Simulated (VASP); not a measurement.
# Ga2O3 (C2/m) in VASP: a series of runs, part 2 of 3

VASP 6.6.1. The steps go on from the part before.

## Step 3: Dielectric tensor, PBE

INCAR

```
SYSTEM = Ga2O3
PREC     = Accurate       ! precision mode
ENCUT    = 300            ! plane-wave cutoff, eV
EDIFF    = 1E-8           ! SCF threshold, eV
ISMEAR   = 0              ! smearing method
SIGMA    = 0.01           ! smearing width, eV
LREAL    = .FALSE.        ! projectors in reciprocal space
LASPH    = .TRUE.         ! aspherical terms in the spheres
NELM     = 100            ! most SCF steps
ALGO     = Normal         ! electronic algorithm
ISIF     = 2              ! what is computed and relaxed
LWAVE    = .FALSE.        ! write WAVECAR
LCHARG   = .FALSE.        ! write CHGCAR
GGA      = PE             ! functional
LEPSILON = .TRUE.         ! dielectric tensor by DFPT
```

KPOINTS

```
Automatic mesh
0
G
  3 3 2
  0 0 0
```

POSCAR

```
Ga2O3
1.0
    6.1070000000     -1.5185500000      0.0000000000
    6.1070000000      1.5185500000      0.0000000000
   -1.3859888959      0.0000000000      5.6300087380
Ga O
4 6
Direct
    0.3413400000      0.3413400000      0.6859800000
    0.6586600000      0.6586600000      0.3140200000
    0.9095000000      0.9095000000      0.2054000000
    0.0905000000      0.0905000000      0.7946000000
    0.5041000000      0.5041000000      0.7434000000
    0.4959000000      0.4959000000      0.2566000000
    0.8267000000      0.8267000000      0.4368000000
    0.1733000000      0.1733000000      0.5632000000
    0.8355000000      0.8355000000      0.8902000000
    0.1645000000      0.1645000000      0.1098000000
```

Potentials or basis: VASP PAW PBE potentials, release 64 (Ga_d, O).

Launch:

```bash
> cat potpaw_PBE.64/Ga_d/POTCAR potpaw_PBE.64/O/POTCAR > POTCAR
> mpirun -np 1 vasp_std > vasp.out
```

OUTCAR:

```text
SYSTEM = Ga2O3
   PREC = Accurate
   ENCUT = 300
   EDIFF = 1E-8
   ISMEAR = 0
   LREAL = .FALSE.
   LASPH = .TRUE.
   NELM = 100
   ISIF = 2
   GGA = PE
   LEPSILON = .TRUE.

 Found      8 irreducible k-points:

 Following reciprocal coordinates:
            Coordinates               Weight
  0.000000  0.000000  0.000000      1.000000
  0.333333 -0.000000 -0.000000      4.000000
  0.333333  0.333333 -0.000000      2.000000
 -0.333333  0.333333  0.000000      2.000000
  0.000000  0.000000  0.500000      1.000000
  0.333333 -0.000000  0.500000      4.000000
   k-points           NKPTS =      8   k-points in BZ     NKDIM =      8   number of bands    NBANDS=     52
   number of dos      NEDOS =    301   number of ions     NIONS =     10
   total plane-waves  NPLWV =  46656
   dimension x,y,z NGX =    36 NGY =   36 NGZ =   36
   dimension x,y,z NGXF=    72 NGYF=   72 NGZF=   72
   ions per type =               4   6
   NGX,Y,Z   is equivalent  to a cutoff of   9.51,  9.51, 10.32 a.u.
   NGXF,Y,Z  is equivalent  to a cutoff of  19.02, 19.02, 20.64 a.u.
 SYSTEM =  Ga2O3
   PREC   = accura    normal or accurate (medium, high low for compatibility)
   ISTART =      0    job   : 0-new  1-cont  2-samecut
   ICHARG =      2    charge: 1-file 2-atom 10-const
   ISPIN  =      1    spin polarized calculation?
   LNONCOLLINEAR =      F non collinear calculations
   LSORBIT =      F    spin-orbit coupling
   LASPH  =      T    aspherical Exc in radial PAW
   ENCUT  =  300.0 eV  22.05 Ry    4.70 a.u.   8.89  8.89  8.19*2*pi/ulx,y,z
   NELM   =    100;   NELMIN=  2; NELMDL= -5     # of ELM steps
   EDIFF  = 0.1E-07   stopping-criterion for ELM
   LREAL  =      F    real-space projection
   EDIFFG = 0.1E-06   stopping-criterion for IOM
   NSW    =      0    number of steps for IOM
   IBRION =     -1    ionic relax: 0-MD 1-quasi-New 2-CG
   NFREE  =      0    steps in history (QN), initial steepest desc. (CG)
   ISIF   =      2    stress and relaxation
   ISYM   =      2    0-nonsym 1-usesym 2-fastsym
   POTIM  = 0.5000    time-step for ionic-motion
   TEBEG  =    0.0;   TEEND  =   0.0 temperature during run
   PSTRESS=    0.0 pullay stress
   NELECT =      88.0000    total number of electrons
   NUPDOWN=      -1.0000    fix difference up-down
   EMIN   =  10.00;   EMAX   =-10.00  energy-range for DOS
   EFERMI =   0.00;   METHOD = LEGACY
   ISMEAR =     0;   SIGMA  =   0.01  broadening in eV -4-tet -1-fermi 0-gaus
   EFERMI_NEDOS =   21; number of points for ismear=-14 and -15
   IALGO  =     38    algorithm
   IMIX   =      4    mixing-type and parameters
     AMIX     =   0.40;   BMIX     =  1.00
     AMIX_MAG =   1.60;   BMIX_MAG =  1.00
  volume/ion in A,a.u.               =      10.44        70.47
  Fermi-wavevector in a.u.,A,eV,Ry     =   1.546335  2.922150 32.533613  2.391153
  Thomas-Fermi vector in A             =   2.651586
   LORBIT       =      0    0 simple, 1 ext, 2 COOP (PROOUT), +10 PAW based schemes
   GGA     = PE    functional components
   LHFCALC =     F    Hartree Fock is set to
   AEXX    =    0.0000 exact exchange contribution
   IVDW    =     0    specifies the selected vdW correction
   LEPSILON=     T    determine dielectric tensor
   LRPA    =     F    only Hartree local field effects (RPA)
 non-spin polarized calculation
 Gauss-broadening in eV      SIGMA  =   0.01
  energy-cutoff  :      300.00
  volume of cell :      104.42
 maximum number of plane-waves:      1240
   NGX = 17   NGY = 17   NGZ = 17

--------------------------------------- Ionic step        1  -------------------------------------------
[... 362 lines left out ...]
      7.60965      0.00000      1.76794        -0.031830      0.000000      0.022915
     10.82395      0.00000      1.15640        -0.098581      0.000000     -0.078429
      0.00406      0.00000      4.47360         0.098581      0.000000      0.078429
      5.12673      0.00000      4.18535        -0.177609      0.000000     -0.090371
      5.70128      0.00000      1.44466         0.177609      0.000000      0.090371
      9.49191      0.00000      2.45919        -0.176643      0.000000      0.116558
      1.33610      0.00000      3.17082         0.176643      0.000000     -0.116558
      8.97099      0.00000      5.01183        -0.211446      0.000000     -0.008030
      1.85702      0.00000      0.61817         0.211446      0.000000      0.008030
 -----------------------------------------------------------------------------------
    total drift:                                0.000000      0.000000      0.000000

  FREE ENERGIE OF THE ION-ELECTRON SYSTEM (eV)
  ---------------------------------------------------
  free  energy   TOTEN  =       -60.2490596644 eV

  energy  without entropy=      -60.2490596644  energy(sigma->0) =      -60.24905966

 HEAD OF MICROSCOPIC STATIC DIELECTRIC TENSOR (INDEPENDENT PARTICLE, excluding Hartree and local field effects)
 ------------------------------------------------------
           4.405129     0.000000    -0.088502
           0.000000     4.676197     0.000000
          -0.088503     0.000000     4.773477
 ------------------------------------------------------

 Free energy of the ion-electron system (eV)
  ---------------------------------------------------
  ---------------------------------------------------
  free energy    TOTEN  =        -1.02125534 eV

  energy without entropy =       -1.02125534

------------------------ aborting loop because EDIFF is reached ----------------------------------------

--------------------------------------- Ionic step        2  -------------------------------------------

------------------------ aborting loop because EDIFF is reached ----------------------------------------

--------------------------------------- Ionic step        3  -------------------------------------------

 Free energy of the ion-electron system (eV)
  ---------------------------------------------------
  ---------------------------------------------------
  free energy    TOTEN  =        -1.14204062 eV

  energy without entropy =       -1.14204062

------------------------ aborting loop because EDIFF is reached ----------------------------------------

 PIEZOELECTRIC TENSOR FIELD DIRECTION 3  (e Angst)
 -----------------------------------------------------------------------------
     0.00215  0.00000  0.00306           (  0.00001  0.00000 -0.00002)
     0.00000 -0.00074  0.00000           (  0.00000  0.00000  0.00000)
     0.00306  0.00000 -0.00239           ( -0.00002  0.00000 -0.00000)

 PIEZOELECTRIC TENSOR FIELD DIRECTION 3  (C/m^2)
 -----------------------------------------------------------------------------
     0.00033  0.00000  0.00047
     0.00000 -0.00011  0.00000
     0.00047  0.00000 -0.00037

 MACROSCOPIC STATIC DIELECTRIC TENSOR (including local field effects in DFT)
 ------------------------------------------------------
           4.305728     0.000000    -0.091003
           0.000000     4.600105     0.000000
          -0.091003     0.000000     4.707233
 ------------------------------------------------------

 PIEZOELECTRIC TENSOR (including local field effects)  for field in x, y, z        (e  Angst)
          XX          YY          ZZ          XY          YZ          ZX
  --------------------------------------------------------------------------------
  x     0.00000     0.00000     0.00000     0.00000     0.00000     0.00000
  y     0.00000     0.00000     0.00000     0.00000     0.00000     0.00000
  z     0.00000     0.00000     0.00000     0.00000     0.00000     0.00000

 PIEZOELECTRIC TENSOR (including local field effects)  for field in x, y, z        (C/m^2)
          XX          YY          ZZ          XY          YZ          ZX
  --------------------------------------------------------------------------------
  x     0.00000     0.00000     0.00000     0.00000     0.00000     0.00000
  y     0.00000     0.00000     0.00000     0.00000     0.00000     0.00000
  z     0.00000     0.00000     0.00000     0.00000     0.00000     0.00000

 BORN EFFECTIVE CHARGES (including local field effects) (in |e|, cummulative output)
 ---------------------------------------------------------------------------------
 ion    1
    1     3.18127     0.00000     0.32250
    2     0.00000     3.52544     0.00000
    3     0.16045     0.00000     3.14716
 ion    2
    1     3.18127     0.00000     0.32250
    2     0.00000     3.52544     0.00000
    3     0.16045     0.00000     3.14716
 ion    3
    1     2.72895     0.00000    -0.29775
    2     0.00000     2.97250     0.00000
    3    -0.17474     0.00000     3.08611
 ion    4
    1     2.72895     0.00000    -0.29775
    2     0.00000     2.97250     0.00000
    3    -0.17474     0.00000     3.08611
 ion    5
[... 8 lines left out ...]
    1    -2.22071     0.00000     0.23115
    2     0.00000    -1.95795     0.00000
    3     0.27459     0.00000    -2.35210
 ion    8
    1    -2.22071     0.00000     0.23115
    2     0.00000    -1.95795     0.00000
    3     0.27459     0.00000    -2.35210
 ion    9
    1    -1.41759     0.00000    -0.03332
    2     0.00000    -2.18434     0.00000
    3    -0.01478     0.00000    -2.56364
 ion   10
    1    -1.41759     0.00000    -0.03332
    2     0.00000    -2.18434     0.00000
    3    -0.01478     0.00000    -2.56364
```

Run time: 3.5 min. Hardware: 1 thread of Intel Xeon Platinum 8559C (Emerald Rapids), shared host; peak memory 0.23 GiB.

The run converged, but a check on its numbers failed (symmetry, net force, bounds or a known fault of this set-up), so they aren't taken as properties of the crystal.

Caveat: the k mesh is coarse (spacing up to 0.71 Å⁻¹), so the values aren't converged; the cutoff lies under the usual one of these potentials, so the numbers hold a large basis-set error.

## Step 4: Dielectric tensor, PBE

Changes to INCAR since step 3:

```diff
@@ -2,3 +2,3 @@
 PREC     = Accurate       ! precision mode
-ENCUT    = 300            ! plane-wave cutoff, eV
+ENCUT    = 500            ! plane-wave cutoff, eV
 EDIFF    = 1E-8           ! SCF threshold, eV
```

KPOINTS is that of step 3.

POSCAR is that of step 3.

Potentials or basis: VASP PAW PBE potentials, release 64 (Ga_d, O).

Launch:

```bash
> cat potpaw_PBE.64/Ga_d/POTCAR potpaw_PBE.64/O/POTCAR > POTCAR
> mpirun -np 1 vasp_std > vasp.out
```

OUTCAR:

```text
SYSTEM = Ga2O3
   PREC = Accurate
   ENCUT = 500
   EDIFF = 1E-8
   ISMEAR = 0
   LREAL = .FALSE.
   LASPH = .TRUE.
   NELM = 100
   ISIF = 2
   GGA = PE
   LEPSILON = .TRUE.

 Found      8 irreducible k-points:

 Following reciprocal coordinates:
            Coordinates               Weight
  0.000000  0.000000  0.000000      1.000000
  0.333333 -0.000000 -0.000000      4.000000
  0.333333  0.333333 -0.000000      2.000000
 -0.333333  0.333333  0.000000      2.000000
  0.000000  0.000000  0.500000      1.000000
  0.333333 -0.000000  0.500000      4.000000
   k-points           NKPTS =      8   k-points in BZ     NKDIM =      8   number of bands    NBANDS=     52
   number of dos      NEDOS =    301   number of ions     NIONS =     10
   total plane-waves  NPLWV =  96768
   dimension x,y,z NGX =    48 NGY =   48 NGZ =   42
   dimension x,y,z NGXF=    96 NGYF=   96 NGZF=   84
   ions per type =               4   6
   NGX,Y,Z   is equivalent  to a cutoff of  12.68, 12.68, 12.04 a.u.
   NGXF,Y,Z  is equivalent  to a cutoff of  25.36, 25.36, 24.08 a.u.
 SYSTEM =  Ga2O3
   PREC   = accura    normal or accurate (medium, high low for compatibility)
   ISTART =      0    job   : 0-new  1-cont  2-samecut
   ICHARG =      2    charge: 1-file 2-atom 10-const
   ISPIN  =      1    spin polarized calculation?
   LNONCOLLINEAR =      F non collinear calculations
   LSORBIT =      F    spin-orbit coupling
   LASPH  =      T    aspherical Exc in radial PAW
   ENCUT  =  500.0 eV  36.75 Ry    6.06 a.u.  11.47 11.47 10.57*2*pi/ulx,y,z
   NELM   =    100;   NELMIN=  2; NELMDL= -5     # of ELM steps
   EDIFF  = 0.1E-07   stopping-criterion for ELM
   LREAL  =      F    real-space projection
   EDIFFG = 0.1E-06   stopping-criterion for IOM
   NSW    =      0    number of steps for IOM
   IBRION =     -1    ionic relax: 0-MD 1-quasi-New 2-CG
   NFREE  =      0    steps in history (QN), initial steepest desc. (CG)
   ISIF   =      2    stress and relaxation
   ISYM   =      2    0-nonsym 1-usesym 2-fastsym
   POTIM  = 0.5000    time-step for ionic-motion
   TEBEG  =    0.0;   TEEND  =   0.0 temperature during run
   PSTRESS=    0.0 pullay stress
   NELECT =      88.0000    total number of electrons
   NUPDOWN=      -1.0000    fix difference up-down
   EMIN   =  10.00;   EMAX   =-10.00  energy-range for DOS
   EFERMI =   0.00;   METHOD = LEGACY
   ISMEAR =     0;   SIGMA  =   0.01  broadening in eV -4-tet -1-fermi 0-gaus
   EFERMI_NEDOS =   21; number of points for ismear=-14 and -15
   IALGO  =     38    algorithm
   IMIX   =      4    mixing-type and parameters
     AMIX     =   0.40;   BMIX     =  1.00
     AMIX_MAG =   1.60;   BMIX_MAG =  1.00
  volume/ion in A,a.u.               =      10.44        70.47
  Fermi-wavevector in a.u.,A,eV,Ry     =   1.546335  2.922150 32.533613  2.391153
  Thomas-Fermi vector in A             =   2.651586
   LORBIT       =      0    0 simple, 1 ext, 2 COOP (PROOUT), +10 PAW based schemes
   GGA     = PE    functional components
   LHFCALC =     F    Hartree Fock is set to
   AEXX    =    0.0000 exact exchange contribution
   IVDW    =     0    specifies the selected vdW correction
   LEPSILON=     T    determine dielectric tensor
   LRPA    =     F    only Hartree local field effects (RPA)
 non-spin polarized calculation
 Gauss-broadening in eV      SIGMA  =   0.01
  energy-cutoff  :      500.00
  volume of cell :      104.42
 maximum number of plane-waves:      2668
 NGX is ok and might be reduce to    48
   NGX = 23   NGY = 23   NGZ = 21

[... 364 lines left out ...]
     10.82395      0.00000      1.15640        -0.116475      0.000000     -0.080715
      0.00406      0.00000      4.47360         0.116475      0.000000      0.080715
      5.12673      0.00000      4.18535        -0.171136      0.000000     -0.051346
      5.70128      0.00000      1.44466         0.171136      0.000000      0.051346
      9.49191      0.00000      2.45919         0.017891      0.000000      0.021678
      1.33610      0.00000      3.17082        -0.017891      0.000000     -0.021678
      8.97099      0.00000      5.01183        -0.207686      0.000000      0.119671
      1.85702      0.00000      0.61817         0.207686      0.000000     -0.119671
 -----------------------------------------------------------------------------------
    total drift:                                0.000000      0.000000      0.000000

  FREE ENERGIE OF THE ION-ELECTRON SYSTEM (eV)
  ---------------------------------------------------
  free  energy   TOTEN  =       -59.3722591766 eV

  energy  without entropy=      -59.3722591766  energy(sigma->0) =      -59.37225918

 HEAD OF MICROSCOPIC STATIC DIELECTRIC TENSOR (INDEPENDENT PARTICLE, excluding Hartree and local field effects)
 ------------------------------------------------------
           4.395572     0.000000    -0.098454
           0.000000     4.713424     0.000000
          -0.098453     0.000000     4.756695
 ------------------------------------------------------

 Free energy of the ion-electron system (eV)
  ---------------------------------------------------
  ---------------------------------------------------
  free energy    TOTEN  =        -1.01846091 eV

  energy without entropy =       -1.01846091

------------------------ aborting loop because EDIFF is reached ----------------------------------------

--------------------------------------- Ionic step        2  -------------------------------------------

------------------------ aborting loop because EDIFF is reached ----------------------------------------

--------------------------------------- Ionic step        3  -------------------------------------------

 Free energy of the ion-electron system (eV)
  ---------------------------------------------------
  ---------------------------------------------------
  free energy    TOTEN  =        -1.13708516 eV

  energy without entropy =       -1.13708516

------------------------ aborting loop because EDIFF is reached ----------------------------------------

 PIEZOELECTRIC TENSOR FIELD DIRECTION 3  (e Angst)
 -----------------------------------------------------------------------------
     0.00222  0.00000  0.00324           (  0.00000  0.00000 -0.00002)
     0.00000 -0.00077  0.00000           (  0.00000 -0.00000  0.00000)
     0.00324  0.00000 -0.00235           ( -0.00002  0.00000 -0.00000)

 PIEZOELECTRIC TENSOR FIELD DIRECTION 3  (C/m^2)
 -----------------------------------------------------------------------------
     0.00034  0.00000  0.00050
     0.00000 -0.00012  0.00000
     0.00050  0.00000 -0.00036

 MACROSCOPIC STATIC DIELECTRIC TENSOR (including local field effects in DFT)
 ------------------------------------------------------
           4.292954     0.000000    -0.101703
           0.000000     4.634001     0.000000
          -0.101704     0.000000     4.686462
 ------------------------------------------------------

 PIEZOELECTRIC TENSOR (including local field effects)  for field in x, y, z        (e  Angst)
          XX          YY          ZZ          XY          YZ          ZX
  --------------------------------------------------------------------------------
  x     0.00000     0.00000     0.00000     0.00000     0.00000     0.00000
  y     0.00000     0.00000     0.00000     0.00000     0.00000     0.00000
  z     0.00000     0.00000     0.00000     0.00000     0.00000     0.00000

 PIEZOELECTRIC TENSOR (including local field effects)  for field in x, y, z        (C/m^2)
          XX          YY          ZZ          XY          YZ          ZX
  --------------------------------------------------------------------------------
  x     0.00000     0.00000     0.00000     0.00000     0.00000     0.00000
  y     0.00000     0.00000     0.00000     0.00000     0.00000     0.00000
  z     0.00000     0.00000     0.00000     0.00000     0.00000     0.00000

 BORN EFFECTIVE CHARGES (including local field effects) (in |e|, cummulative output)
 ---------------------------------------------------------------------------------
 ion    1
    1     3.21848     0.00000     0.31709
    2     0.00000     3.56394     0.00000
    3     0.15968     0.00000     3.18786
 ion    2
    1     3.21848     0.00000     0.31709
    2     0.00000     3.56394     0.00000
    3     0.15968     0.00000     3.18786
 ion    3
    1     2.75841     0.00000    -0.29507
    2     0.00000     3.00667     0.00000
    3    -0.17672     0.00000     3.11179
 ion    4
    1     2.75841     0.00000    -0.29507
    2     0.00000     3.00667     0.00000
    3    -0.17672     0.00000     3.11179
 ion    5
[... 8 lines left out ...]
    1    -2.23838     0.00000     0.22886
    2     0.00000    -1.98369     0.00000
    3     0.27231     0.00000    -2.37442
 ion    8
    1    -2.23838     0.00000     0.22886
    2     0.00000    -1.98369     0.00000
    3     0.27231     0.00000    -2.37442
 ion    9
    1    -1.45015     0.00000    -0.03029
    2     0.00000    -2.20831     0.00000
    3    -0.01556     0.00000    -2.57648
 ion   10
    1    -1.45015     0.00000    -0.03029
    2     0.00000    -2.20831     0.00000
    3    -0.01556     0.00000    -2.57648
```

Wall time 6.7 min (1 thread of Intel Xeon Platinum 8559C (Emerald Rapids), shared host); peak memory 0.38 GiB.

The run converged, but some of its settings lie outside the range that counts as converged, so its numbers aren't taken as properties of the crystal.

What came out:

```
Band gap on the k mesh                  : 2.43 eV, direct
Electronic dielectric tensor (diagonal) : 4.29, 4.63, 4.69
Born charges (mean of the diagonal)     : Ga +3.32, +2.96; O -2.01, -2.20, -2.08 e
```

Caveat: the k mesh is coarse (spacing up to 0.71 Å⁻¹), so the values aren't converged.

(Continued in part 3 of 3.)
